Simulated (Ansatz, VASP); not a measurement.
# Two plane-wave programs on B

Contents of INCAR:

```
SYSTEM = B
PREC = Accurate
ENCUT = 600
EDIFF = 1E-7
ISMEAR = 0
SIGMA = 0.1
LREAL = .FALSE.
LASPH = .TRUE.
NELM = 60
ALGO = Normal
ISIF = 3
LWAVE = .FALSE.
LCHARG = .FALSE.
GGA = PS
IBRION = 2
NSW = 100
EDIFFG = -0.01
```

KPOINTS

```
regular mesh
0
G
  28 28 28
  0 0 0
```

POSCAR

```
B
1.0
    1.8820693293      0.0000000000      0.0000000000
    0.0000000000      1.8820693293      0.0000000000
    0.0000000000      0.0000000000      1.8820693293
B
1
Direct
    0.0000000000      0.0000000000      0.0000000000
```

Input for Ansatz:

```yaml
crystal:
  lattice:
    - [1.8820693293, 0.0, 0.0]
    - [0.0, 1.8820693293, 0.0]
    - [0.0, 0.0, 1.8820693293]
  atoms:
    - { symbol: B, position: [0.0, 0.0, 0.0] }
basis:
  ecutwfc: 420
kpoints:
  mp_grid: { grid: [28, 28, 28] }
hamiltonian:
  xc: pbesol
scf:
  occupations: { method: gaussian, width: 0.1 }
output:
  forces: true
  stress: true
  eigenvalues: true
relax:
  adjacent_minimum: "off"
  f_tol: 0.01
  max_steps: 80
  cell: { stress_tol: 0.05 }
```

Alike in both runs: task relaxation of cell and atoms; functional PBEsol; k mesh 28 × 28 × 28; occupations gaussian, width 0.1 eV; no spin polarisation.

|  | VASP | Ansatz |
| --- | --- | --- |
| version | VASP 6.6.1 | Ansatz 0.2.0 |
| potentials or method | VASP PAW PBE potentials, release 64 (B) | scalar-relativistic, plane waves, PAW |
| plane-wave cutoff (eV) | 600 | 420 |
| valence electrons in the cell | 3 | 3 |

|  | VASP | Ansatz | Ansatz less VASP |
| --- | --- | --- | --- |
| gap on the k mesh at the Fermi level, each at its own relaxed structure (eV) | none | none | - |
| relaxed volume (Å³/atom) | 6.62 | 6.62 | -0.007 |
| relaxed cell length with the largest relative difference (Å) | 1.878 | 1.877 | -0.0007 |

A gap of «none» marks a metal or a gap that the smearing closes.

Caveats: the PAW data sets were made with another functional, which shifts forces and pressure a little (VASP).
